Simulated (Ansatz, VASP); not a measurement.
ZnO (zincite) in VASP and in Ansatz

```
CELL_PARAMETERS angstrom
3.17799 0.00000 0.00000
-1.58900 2.75222 0.00000
0.00000 0.00000 5.12946
ATOMIC_POSITIONS crystal
Zn 0.33333 0.66667 0.49997
Zn 0.66667 0.33333 0.99997
O 0.66667 0.33333 0.37904
O 0.33333 0.66667 0.87904
```

Alike in both runs: functional PBE; k mesh 9 × 9 × 6; occupations gaussian, width 0.02 eV; no spin polarisation.

Ansatz relaxed the structure, and its values are those at the end. VASP's run is a single point on that final structure, the one shown.

|  | VASP | Ansatz |
| --- | --- | --- |
| version | VASP 6.6.1 | Ansatz 0.2.0 |
| potentials or method | VASP PAW PBE potentials, release 64 (Zn, O) | scalar-relativistic, plane waves, PAW |
| plane-wave cutoff (eV) | 520 | 420 |
| valence electrons in the cell | 36 | 36 |

```csv
,VASP,Ansatz,Ansatz less VASP
gap on the k mesh at the Fermi level (eV),0.86,0.88,+0.013
least direct gap on the mesh (eV),0.86,0.88,+0.013
pressure (GPa),16.4,15.0,-1.42
rms of the force components (eV/Å),0.004,0.003,-0.0010
```

The functional is the same, so the differences come from potentials, cutoffs and numerics.

Caveats: so large a pressure means that the cell lies far from this level's equilibrium, or that cutoff or potentials fall short (VASP).
